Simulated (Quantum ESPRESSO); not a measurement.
# Sb: changing the choice of potentials or basis

The cell as given:

```cif
data_structure
_symmetry_space_group_name_H-M 'P 1'
_symmetry_Int_Tables_number 1
_cell_length_a 3.1224
_cell_length_b 4.3475
_cell_length_c 4.4060
_cell_angle_alpha 90.000
_cell_angle_beta 90.506
_cell_angle_gamma 90.000
_cell_volume 59.81
loop_
_atom_site_label
_atom_site_type_symbol
_atom_site_fract_x
_atom_site_fract_y
_atom_site_fract_z
_atom_site_occupancy
Sb1 Sb 0.01139 0.25000 0.24117 1
Sb2 Sb 0.98861 0.75000 0.75883 1
```

This isn't the form of Sb at room conditions, which is rhombohedral.

Kept alike: task relaxation of cell and atoms; functional PBEsol; k mesh 8 × 5 × 5; occupations fermi-dirac, width 0.05 eV; no spin polarisation. Program: Quantum ESPRESSO. Cutoffs run from 612 to 1361 eV. The mesh is that of the run's cell of 2 atoms. No spin-orbit coupling.

| choice of potentials or basis | volume (Å³/atom) | first edge of the run's cell (Å) | third edge of the run's cell (Å) |
| --- | --- | --- | --- |
| GBRV 1.5 PBEsol | 28.585 | 3.056 | 4.327 |
| PseudoDojo 0.4 SR PBEsol stringent | 28.733 | 3.062 | 4.333 |
| PseudoDojo 0.4.1 SR PBEsol standard | 28.658 | 3.059 | 4.331 |

For a metal such a mesh leaves the last digits unconverged. Relaxations stop with a little pressure left, so the last digits of a volume or edge aren't settled.

**Question.** What does the choice of potentials or basis change here?

**Answer.** The volume runs from 28.585 (GBRV 1.5 PBEsol) to 28.733 Å³/atom (PseudoDojo 0.4 SR PBEsol stringent). The first edge of the run's cell runs from 3.056 (GBRV 1.5 PBEsol) to 3.062 Å (PseudoDojo 0.4 SR PBEsol stringent). The third edge of the run's cell runs from 4.327 (GBRV 1.5 PBEsol) to 4.333 Å (PseudoDojo 0.4 SR PBEsol stringent).
